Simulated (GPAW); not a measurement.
Runs of GPAW 26.7.0 on Au. It takes space group Fm-3m (No. 225, cubic). Conventional cell: a = 4.070 Å, b = 4.070 Å, c = 4.070 Å, α = 90.00°, β = 90.00°, γ = 90.00°. Au (site symmetry m-3m) is surrounded by 12 Au at 2.88 Å. 

| task | level | potentials or basis | spin | cell | k mesh | cutoff (eV) | smearing | maxiter | band path | band points | optimizer | fmax | grid spacing | gap on the mesh (eV) | pressure (GPa) |
| --- | --- | --- | --- | --- | --- | --- | --- | --- | --- | --- | --- | --- | --- | --- | --- |
| band structure | revPBE | the program's PAW data sets (release 1.2.1) made for this functional, pw | off | as given | 11 × 11 × 11 | 600 | fermi-dirac 0.05 eV | 150 | GXWKGLUWLK,UX | 100 | - | - | - | - | (b) |
| band structure | LDA | the program's PAW data sets (release 1.2.1) made for this functional, pw | off | as given | 11 × 11 × 11 | 600 | fermi-dirac 0.05 eV | 150 | GXWKGLUWLK,UX | 60 | - | - | - | - | 0.3 |
| relaxation of cell and atoms | PBE | GPAW PAW data sets (gpaw-data 1.2.1), pw | off | relaxed | 11 × 11 × 11 | 600 | fermi-dirac 0.05 eV | 150 | - | - | LBFGS | 0.05 eV/Å | - | none | 0.3 |
| band structure | PBEsol | PAW data sets generated in the run's folder for this functional, pw | SOC, no magnetisation | as given | 8 × 8 × 8 | 600 | fermi-dirac 0.05 eV | 150 | GXWKGLUWLK,UX | 100 | - | - | - | - | (a) |
| single point | PBE | GPAW PAW data sets (gpaw-data 1.2.1), pw | off | as given | 9 × 9 × 9 | 450 | fermi-dirac 0.05 eV | 80 | - | - | - | - | - | none | 12.4 |
| single point | PBE | GPAW PAW data sets (gpaw-data 1.2.1), pw | off | as given | 11 × 11 × 11 | 600 | gaussian 0.011 eV | 150 | - | - | - | - | - | none | 13.4 |
| band structure | PBE | GPAW PAW data sets (gpaw-data 1.2.1), pw | off | as given | 11 × 11 × 11 | 600 | fermi-dirac 0.05 eV | 150 | GXWKGLUWLK,UX | 100 | - | - | - | - | 13.3 |

Estimate the missing entries.

(a) 5.7; (b) 16.1.

Caveats: with this Au data set, volumes or pressures lay over 1.5 % or 2 GPa off other programs in two to four cells of ten; spin-orbit coupling is left out, which moves the levels of the heavy elements (some runs); so large a pressure means that the cell lies far from this level's equilibrium, or that cutoff or potentials fall short (some runs); later steps reuse the first step's grids (some runs); spin-orbit coupling was added after a scalar SCF, so levels and gaps hold it while energy, forces, pressure and moments don't (some runs); this program's spin-orbit splittings come out too wide for heavy elements (some runs); the cutoff is short for stress and forces, so pressures can be off by a GPa or more (some runs).

A k mesh can miss the band edges, and rows without SOC leave out spin-orbit coupling on Au.

A gap of «none» marks a metal or a gap under the smearing width.
